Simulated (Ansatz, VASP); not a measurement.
Ca in VASP and in Ansatz

```
Ca
1.0
     3.98000    0.00000    0.00000
    -1.99000    3.44678    0.00000
     0.00000    0.00000    6.52000
Ca
2
Cartesian
  0.0000 2.2979 1.6300
  1.9900 1.1489 4.8900
```

This isn't the form of Ca at room conditions, which is fcc.

Alike in both runs: task single point; functional PBE; k mesh 15 × 15 × 8; occupations gaussian, width 0.15 eV; no spin polarisation.

```csv
,VASP,Ansatz
version,VASP 6.6.1,Ansatz 0.2.0
potentials or method,"VASP PAW PBE potentials, release 64 (Ca_sv)","scalar-relativistic, plane waves, PAW"
plane-wave cutoff (eV),520,420
valence electrons in the cell,20,20
```

```tsv
	VASP	Ansatz	Ansatz less VASP
gap on the k mesh at the Fermi level (eV)	none	none	-
pressure (GPa)	-0.8	-0.8	0.00
```

A gap of «none» marks a metal or a gap that the smearing closes. The functional is the same, so the differences come from potentials, cutoffs and numerics.
